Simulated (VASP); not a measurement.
# NiO (F-43m) in VASP: a series of runs

Runs on NiO. Level: PBE. Tasks: core levels, phonons, elastic constants.

Everything below comes from runs of VASP 6.6.1. Logs are shortened: lines on timing, memory, paths and dates and some standing lists are left out, and cuts for length are marked.

## Step 1: The crystal as given

It takes space group F-43m (No. 216, cubic). The conventional cell has a = 4.481 Å, b = 4.481 Å, c = 4.481 Å, α = 90.00°, β = 90.00°, γ = 90.00°. Around Ni (site symmetry -43m) lie 4 O at 1.94 Å. O (site symmetry -43m) has 4 Ni at 1.94 Å as nearest neighbours.

The cell was built by a generator and needn't be a form met in nature.

## Step 2: Core levels, PBE, collinear spin, ferromagnetic start

Contents of INCAR:

```
SYSTEM = NiO
  ALGO = Normal
  EDIFF = 1E-7
  ENCUT = 520
  GGA = PE
  ICORELEVEL = 1
  ISIF = 2
  ISMEAR = 0
  ISPIN = 2
  LASPH = .TRUE.
  LCHARG = .FALSE.
  LMAXMIX = 4
  LORBIT = 11
  LREAL = .FALSE.
  LWAVE = .FALSE.
  MAGMOM = 1 0
  NELM = 120
  PREC = Accurate
  SIGMA = 0.02
```

Contents of KPOINTS:

```
k-points
0
G
  10 10 10
  0 0 0
```

Contents of POSCAR:

```
NiO
1.0
    0.0000000000      2.2406300000      2.2406300000
    2.2406300000      0.0000000000      2.2406300000
    2.2406300000      2.2406300000      0.0000000000
Ni O
1 1
Direct
    0.0000000000      0.0000000000      0.0000000000
    0.7500000000      0.7500000000      0.7500000000
```

Potentials or basis: VASP PAW PBE potentials, release 64 (Ni, O).

The run is started by

```bash
$ cat potpaw_PBE.64/Ni/POTCAR potpaw_PBE.64/O/POTCAR > POTCAR
$ mpirun -np 1 vasp_std > vasp.out
```

OUTCAR:

```text
SYSTEM = NiO
   EDIFF = 1E-7
   ENCUT = 520
   GGA = PE
   ISIF = 2
   ISMEAR = 0
   ISPIN = 2
   LASPH = .TRUE.
   LORBIT = 11
   LREAL = .FALSE.
   NELM = 120
   PREC = Accurate

 ion  position               nearest neighbor table
   1  0.000  0.000  0.000-   2 1.94   2 1.94   2 1.94   2 1.94
   2  0.750  0.750  0.750-   1 1.94   1 1.94   1 1.94   1 1.94

  LATTYP: Found a face centered cubic cell.
 ALAT       =     4.4812600000

  Lattice vectors:

 A1 = (   0.0000000000,   2.2406300000,   2.2406300000)
 A2 = (   2.2406300000,   0.0000000000,   2.2406300000)
 A3 = (   2.2406300000,   2.2406300000,   0.0000000000)

Analysis of symmetry for initial positions (statically):
=====================================================================
 Subroutine PRICEL returns:
 Original cell was already a primitive cell.

 Routine SETGRP: Setting up the symmetry group for a
 face centered cubic supercell.

 Subroutine GETGRP returns: Found 24 space group operations
 (whereof 24 operations were pure point group operations)
 out of a pool of 48 trial point group operations.

The static configuration has the point symmetry T_d .

Analysis of symmetry for dynamics (positions and initial velocities):
=====================================================================
 Subroutine PRICEL returns:
 Original cell was already a primitive cell.

 Routine SETGRP: Setting up the symmetry group for a
 face centered cubic supercell.

 Subroutine GETGRP returns: Found 24 space group operations
 (whereof 24 operations were pure point group operations)
 out of a pool of 48 trial point group operations.

The dynamic configuration has the point symmetry T_d .

Analysis of structural, dynamic, and magnetic symmetry:
=====================================================================
 Subroutine PRICEL returns:
 Original cell was already a primitive cell.

 Routine SETGRP: Setting up the symmetry group for a
 face centered cubic supercell.

 Subroutine GETGRP returns: Found 24 space group operations
 (whereof 24 operations were pure point group operations)
 out of a pool of 48 trial point group operations.

The overall configuration has the point symmetry T_d .

 Subroutine INISYM returns: Found 24 space group operations
 (whereof 24 operations are pure point group operations),
 and found     1 'primitive' translations

----------------------------------------------------------------------------------------

                                     Primitive cell

  volume of cell :      22.4978

  direct lattice vectors                    reciprocal lattice vectors
     0.000000000  2.240630000  2.240630000    -0.223151524  0.223151524  0.223151524
     2.240630000  0.000000000  2.240630000     0.223151524 -0.223151524  0.223151524
     2.240630000  2.240630000  0.000000000     0.223151524  0.223151524 -0.223151524

  length of vectors
     3.168729334  3.168729334  3.168729334     0.386509778  0.386509778  0.386509778

  position of ions in fractional coordinates (direct lattice)
     0.000000000  0.000000000  0.000000000
     0.750000000  0.750000000  0.750000000

  ion indices of the primitive-cell ions
   primitive index   ion index
                 1           1
                 2           2

----------------------------------------------------------------------------------------

 KPOINTS: k-points

Automatic generation of k-mesh.
 Grid dimensions read from file:
 generate k-points for:   10   10   10

 Generating k-lattice:

  Cartesian coordinates                     Fractional coordinates (reciprocal lattice)
    -0.022315152  0.022315152  0.022315152     0.100000000  0.000000000  0.000000000
     0.022315152 -0.022315152  0.022315152     0.000000000  0.100000000  0.000000000
     0.022315152  0.022315152 -0.022315152     0.000000000  0.000000000  0.100000000

  Length of vectors
     0.038650978  0.038650978  0.038650978

  Shift w.r.t. Gamma in fractional coordinates (k-lattice)
     0.000000000  0.000000000  0.000000000

 Subroutine IBZKPT returns following result:
[... 40 lines left out ...]
   PREC   = accura    normal or accurate (medium, high low for compatibility)
   ISTART =      0    job   : 0-new  1-cont  2-samecut
   ICHARG =      2    charge: 1-file 2-atom 10-const
   ISPIN  =      2    spin polarized calculation?
   LNONCOLLINEAR =      F non collinear calculations
   LSORBIT =      F    spin-orbit coupling
   LASPH  =      T    aspherical Exc in radial PAW
   ENCUT  =  520.0 eV  38.22 Ry    6.18 a.u.   5.89  5.89  5.89*2*pi/ulx,y,z
   NELM   =    120;   NELMIN=  2; NELMDL= -5     # of ELM steps
   EDIFF  = 0.1E-06   stopping-criterion for ELM
   LREAL  =      F    real-space projection
   EDIFFG = 0.1E-05   stopping-criterion for IOM
   NSW    =      0    number of steps for IOM
   IBRION =     -1    ionic relax: 0-MD 1-quasi-New 2-CG
   NFREE  =      0    steps in history (QN), initial steepest desc. (CG)
   ISIF   =      2    stress and relaxation
   ISYM   =      2    0-nonsym 1-usesym 2-fastsym
   POTIM  = 0.5000    time-step for ionic-motion
   TEBEG  =    0.0;   TEEND  =   0.0 temperature during run
   PSTRESS=    0.0 pullay stress
   NELECT =      16.0000    total number of electrons
   NUPDOWN=      -1.0000    fix difference up-down
   EMIN   =  10.00;   EMAX   =-10.00  energy-range for DOS
   EFERMI =   0.00;   METHOD = LEGACY
   ISMEAR =     0;   SIGMA  =   0.02  broadening in eV -4-tet -1-fermi 0-gaus
   EFERMI_NEDOS =   21; number of points for ismear=-14 and -15
   IALGO  =     38    algorithm
   IMIX   =      4    mixing-type and parameters
     AMIX     =   0.40;   BMIX     =  1.00
     AMIX_MAG =   1.60;   BMIX_MAG =  1.00
  volume/ion in A,a.u.               =      11.25        75.91
  Fermi-wavevector in a.u.,A,eV,Ry     =   1.461284  2.761427 29.053220  2.135351
  Thomas-Fermi vector in A             =   2.577634
   LORBIT       =     11    0 simple, 1 ext, 2 COOP (PROOUT), +10 PAW based schemes
   GGA     = PE    functional components
   LHFCALC =     F    Hartree Fock is set to
   AEXX    =    0.0000 exact exchange contribution
   IVDW    =     0    specifies the selected vdW correction
   LEPSILON=     F    determine dielectric tensor
   LRPA    =     F    only Hartree local field effects (RPA)
 spin polarized calculation
 Gauss-broadening in eV      SIGMA  =   0.02
  energy-cutoff  :      520.00
  volume of cell :       22.50
 maximum number of plane-waves:       620
   NGX = 11   NGY = 11   NGZ = 11

 number of electron      16.0000007 magnetization       1.9354344

 Free energy of the ion-electron system (eV)
  ---------------------------------------------------
  ext. energy  EPLUGINS =         0.00000000
  ---------------------------------------------------
  free energy    TOTEN  =       -11.59350747 eV

  energy without entropy =      -11.59283158  energy(sigma->0) =      -11.59316953

 the core state eigenenergies are
   1-  1s  -8198.9431  2s   -968.9088  2p   -831.7760  3s    -98.1272  3p    -58.5176

   2-  1s   -501.2326

 E-fermi :   5.6019     XC(G=0): -11.2345

 val. band max:        5.6012569222   @ k =   0.5000   0.4000   0.0000
 cond. band min:       5.6045058261   @ k =   0.4000   0.2000   0.1000
 fundamental gap:      0.0032489040
 Fermi energy:         5.6018839941

 spin component 1

 k-point     1 :       0.0000    0.0000    0.0000
  band No.  band energies     occupation
      1     -14.3655      1.00000
      2      -0.4008      1.00000
      3      -0.4008      1.00000
      4      -0.4008      1.00000
      5       3.1646      1.00000
      6       3.1646      1.00000
      7       5.7486      0.00000
      8       5.7486      0.00000
      9       5.7486      0.00000
     10       6.0337      0.00000
     11      19.8720      0.00000
     12      19.8720      0.00000
     13      19.8720      0.00000
[... 356 lines left out ...]
      2      -1.3223      1.00000
      3       0.1310      1.00000
      4       0.1741      1.00000
      5       2.6044      1.00000
      6       3.3616      1.00000
      7       3.8446      1.00000
      8       4.2666      1.00000
      9       4.4983      1.00000
     10      10.3996      0.00000
     11      16.0333      0.00000
     12      17.0562      0.00000
     13      19.8141      0.00000

 [... further k-points ...]

 spin component 2

 k-point     1 :       0.0000    0.0000    0.0000
  band No.  band energies     occupation
      1     -13.7538      1.00000
      2       0.6166      1.00000
      3       0.6166      1.00000
      4       0.6166      1.00000
      5       4.2330      1.00000
      6       4.2331      1.00000
      7       6.3395      0.00000
      8       7.3678      0.00000
      9       7.3679      0.00000
     10       7.3679      0.00000
     11      20.1334      0.00000
     12      20.1334      0.00000
     13      20.1334      0.00000
[... 356 lines left out ...]
      2      -0.7220      1.00000
      3       0.9575      1.00000
      4       1.0301      1.00000
      5       3.9360      1.00000
      6       4.4791      1.00000
      7       5.4371      1.00000
      8       5.9568      0.00000
      9       6.0168      0.00000
     10      10.8375      0.00000
     11      16.5666      0.00000
     12      17.3482      0.00000
     13      20.1900      0.00000

 [... further k-points ...]

------------------------ aborting loop because EDIFF is reached ----------------------------------------

  FORCE on cell =-STRESS in cart. coord.  units (eV):
  Direction    XX          YY          ZZ          XY          YZ          ZX
  --------------------------------------------------------------------------------------
  -------------------------------------------------------------------------------------
  Total        0.0539988      0.0539988      0.0539988     -0.0000000      0.0000000      0.0000000
  in kB        3.8455132      3.8455132      3.8455132     -0.0000000      0.0000000      0.0000000
  external PRESSURE =       3.8455132 kB  Pullay stress =       0.0000000 kB

 VOLUME and BASIS-vectors are now :
 -----------------------------------------------------------------------------
  energy-cutoff  :      520.00
  volume of cell :       22.50
      direct lattice vectors                 reciprocal lattice vectors
     0.000000000  2.240630000  2.240630000    -0.223151524  0.223151524  0.223151524
     2.240630000  0.000000000  2.240630000     0.223151524 -0.223151524  0.223151524
     2.240630000  2.240630000  0.000000000     0.223151524  0.223151524 -0.223151524

 POSITION                                       TOTAL-FORCE (eV/Angst)
 -----------------------------------------------------------------------------------
      0.00000      0.00000      0.00000        -0.000000      0.000000      0.000000
      3.36095      3.36095      3.36095         0.000000     -0.000000     -0.000000
 -----------------------------------------------------------------------------------
    total drift:                               -0.000001     -0.000001     -0.000001

  FREE ENERGIE OF THE ION-ELECTRON SYSTEM (eV)
  ---------------------------------------------------
  free  energy   TOTEN  =       -11.5935074660 eV

  energy  without entropy=      -11.5928315843  energy(sigma->0) =      -11.59316953

 total charge

# of ion       s       p       d       tot
------------------------------------------
    1        0.380   0.479   8.241   9.099
    2        1.556   3.418   0.000   4.974
--------------------------------------------------
tot          1.936   3.897   8.241  14.074

 magnetization (x)

# of ion       s       p       d       tot
------------------------------------------
    1        0.003   0.040   1.468   1.511
    2        0.016   0.351   0.000   0.367
--------------------------------------------------
tot          0.020   0.390   1.468   1.878
```

It took 11 s on 1 thread of Intel Xeon 6975P-C (Granite Rapids), shared host; peak memory 0.16 GiB.

Results:

```yaml
Free_energy: -11.5935 eV
Pressure: 0.4 GPa
Band_gap_on_the_k_mesh: none (metal or under the smearing width)
Net_moment: 1.94 μB per cell
Site_moments: Ni +1.51; O +0.37 μB
Valence_electrons_inside_the_program's_atomic_spheres: Ni 9.10; O 4.97
```

Levels at points of the mesh, in eV from the Fermi level:
Spin up:
| k point | band 6 | band 7 | band 8 | band 9 | band 10 | band 11 | band 12 | band 13 |
| --- | --- | --- | --- | --- | --- | --- | --- | --- |
| (0.00, 0.00, 0.00) | -2.44 | 0.15 | 0.15 | 0.15 | 0.43 | 14.27 | 14.27 | 14.27 |
| (0.50, 0.00, 0.00) | -2.37 | -2.37 | -0.67 | -0.67 | 5.86 | 7.30 | 13.78 | 13.78 |
| (0.50, 0.50, 0.00) | -2.16 | -1.88 | -1.88 | -1.77 | 5.38 | 9.95 | 11.17 | 14.54 |
Spin down:
| k point | band 5 | band 6 | band 7 | band 8 | band 9 | band 10 |
| --- | --- | --- | --- | --- | --- | --- |
| (0.00, 0.00, 0.00) | -1.37 | -1.37 | 0.74 | 1.77 | 1.77 | 1.77 |
| (0.50, 0.00, 0.00) | -1.16 | -1.16 | -0.74 | 0.86 | 0.86 | 6.17 |
| (0.50, 0.50, 0.00) | -1.53 | -1.06 | -0.75 | -0.10 | -0.10 | 5.86 |

Core levels (eV, on the scale of the bands):
| atom | levels |
| --- | --- |
| 1 Ni | 1s -8198.9, 2s -968.9, 2p -831.8, 3s -98.1, 3p -58.5 |
| 2 O | 1s -501.2 |

Caveat: a cell with one magnetic atom can't hold antiferromagnetic order, which such compounds often take; semilocal functionals often make such compounds metallic where correlation or magnetic order opens a gap, which also shifts bond lengths. With open d or f shells a metallic result of PBE can be an artefact of self-interaction; +U or a hybrid may open a gap.

## Step 3: Phonons, PBE, collinear spin, ferromagnetic start

POSCAR is that of step 2.

Contents of INCAR.step1:

```
ALGO = Normal
EDIFF = 1E-8
EDIFFG = -0.002
ENCUT = 600
GGA = PE
IBRION = 2
ISIF = 3
ISMEAR = 0
ISPIN = 2
LASPH = True
LCHARG = False
LMAXMIX = 4
LORBIT = 11
LREAL = False
LWAVE = False
MAGMOM = 1 0
NELM = 100
NSW = 40
PREC = Accurate
SIGMA = 0.02
```

Contents of INCAR.step2:

```
ALGO = Normal
EDIFF = 1E-8
ENCUT = 600
GGA = PE
IBRION = 6
ISIF = 2
ISMEAR = 0
ISPIN = 2
LASPH = True
LCHARG = False
LMAXMIX = 4
LORBIT = 11
LREAL = False
LWAVE = False
MAGMOM = 1 0
NELM = 100
NFREE = 2
NSW = 1
POTIM = 0.015
PREC = Accurate
SIGMA = 0.02
```

Contents of KPOINTS:

```
k-points
0
Gamma
  7 7 7
```

Potentials or basis: VASP PAW PBE potentials, release 64 (Ni, O).

The run is started by

```bash
$ cat potpaw_PBE.64/Ni/POTCAR potpaw_PBE.64/O/POTCAR > POTCAR
$ cp INCAR.step1 INCAR
$ mpirun -np 1 vasp_std > vasp.out
$ cp CONTCAR POSCAR
$ cp INCAR.step2 INCAR
$ mpirun -np 1 vasp_std > vasp.out
```

OUTCAR:

```text
EDIFF = 1E-8
   ENCUT = 600
   GGA = PE
   IBRION = 6
   ISIF = 2
   ISMEAR = 0
   ISPIN = 2
   LASPH = True
   LORBIT = 11
   LREAL = False
   NELM = 100
   NFREE = 2
   NSW = 1
   POTIM = 0.015
   PREC = Accurate

 ion  position               nearest neighbor table
   1  0.000  0.000  0.000-   2 1.94   2 1.94   2 1.94   2 1.94
   2  0.750  0.750  0.750-   1 1.94   1 1.94   1 1.94   1 1.94

  LATTYP: Found a face centered cubic cell.
[... 1180 lines left out ...]

 Eigenvectors and eigenvalues of the dynamical matrix
 ----------------------------------------------------

   1 f  =   12.208159 THz    76.706127 2PiTHz  407.220361 cm-1    50.488867 meV
             X         Y         Z           dx          dy          dz
      0.000000  0.000000  0.000000    -0.000000    0.463360    0.000000
      3.355364  3.355364  3.355364     0.000000   -0.886170    0.000000
[... 21 lines left out ...]
   6 f/i=    0.007194 THz     0.045201 2PiTHz    0.239964 cm-1     0.029752 meV
             X         Y         Z           dx          dy          dz
      0.000000  0.000000  0.000000    -0.048902   -0.455920   -0.758316
      3.355364  3.355364  3.355364    -0.025570   -0.238391   -0.396508

 ELASTIC MODULI CONTR FROM IONIC RELAXATION (kBar)
 Direction    XX          YY          ZZ          XY          YZ          ZX
 --------------------------------------------------------------------------------
 XX          -0.0000     -0.0000     -0.0000      0.0000      0.0000      0.0000
 YY          -0.0000     -0.0000     -0.0000      0.0000      0.0000     -0.0000
 ZZ          -0.0000     -0.0000     -0.0000      0.0000      0.0000      0.0000
 XY           0.0000      0.0000      0.0000   -340.2839      0.0000      0.0000
 YZ           0.0000      0.0000      0.0000      0.0000   -340.2839      0.0000
 ZX           0.0000     -0.0000      0.0000      0.0000      0.0000   -340.2839
 --------------------------------------------------------------------------------

 total charge

# of ion       s       p       d       tot
------------------------------------------
    1        0.380   0.483   8.256   9.119
    2        1.553   3.417   0.000   4.970
--------------------------------------------------
tot          1.932   3.901   8.256  14.089

 magnetization (x)

# of ion       s       p       d       tot
------------------------------------------
    1        0.003   0.039   1.394   1.436
    2        0.016   0.320   0.000   0.336
--------------------------------------------------
tot          0.020   0.359   1.394   1.772
```

OUTCAR.step1:

```text
EDIFF = 1E-8
   EDIFFG = -0.002
   ENCUT = 600
   GGA = PE
   IBRION = 2
   ISIF = 3
   ISMEAR = 0
   ISPIN = 2
   LASPH = True
   LORBIT = 11
[... 970 lines left out ...]

 reached required accuracy - stopping structural energy minimisation

 total charge

# of ion       s       p       d       tot
------------------------------------------
    1        0.381   0.483   8.248   9.112
    2        1.553   3.419   0.000   4.971
--------------------------------------------------
tot          1.934   3.902   8.248  14.083

 magnetization (x)

# of ion       s       p       d       tot
------------------------------------------
    1        0.003   0.038   1.397   1.438
    2        0.016   0.319   0.000   0.335
--------------------------------------------------
tot          0.020   0.356   1.397   1.773
```

It took 1.8 min on 1 thread of Intel Xeon 6975P-C (Granite Rapids), shared host; peak memory 0.22 GiB.

What came out:

```yaml
Relaxed_volume: 11.19 Å³/atom
Relaxed_cell: a = 3.163 Å, b = 3.163 Å, c = 3.163 Å, α = 60.00°, β = 60.00°, γ = 60.00°
Space_group_after_relaxing_to_0.05_Å: F-43m (No. 216)
Net_moment: 1.83 μB per cell
Site_moments: Ni +1.44; O +0.34 μB
Valence_electrons_inside_the_program's_atomic_spheres: Ni 9.12; O 4.97
Highest_phonon_frequency_at_Γ_LO-TO_splitting_left_out: 407 cm⁻¹
```

Step by step:
| step | energy change (eV) | largest force (eV/Å) | pressure (GPa) | volume (Å³) |
| --- | --- | --- | --- | --- |
| 1 | 0.0000 | 0.0000 | -0.55 | 22.50 |
| 2 | -0.0002 | 0.0000 | 0.10 | 22.37 |
| 3 | -0.0002 | 0.0000 | 0.02 | 22.39 |

Final structure:
```
CELL_PARAMETERS angstrom
0.00000 2.23691 2.23691
2.23691 0.00000 2.23691
2.23691 2.23691 0.00000
ATOMIC_POSITIONS crystal
Ni 0.00000 0.00000 0.00000
O 0.75000 0.75000 0.75000
```

Phonon frequencies in cm⁻¹ (negative: imaginary):
```tsv
q point	frequencies
(0.000, 0.000, 0.000)	0 0 0 407 407 407
```

Caveat: a cell with one magnetic atom can't hold antiferromagnetic order, which such compounds often take.

[end of part 1 of 2]
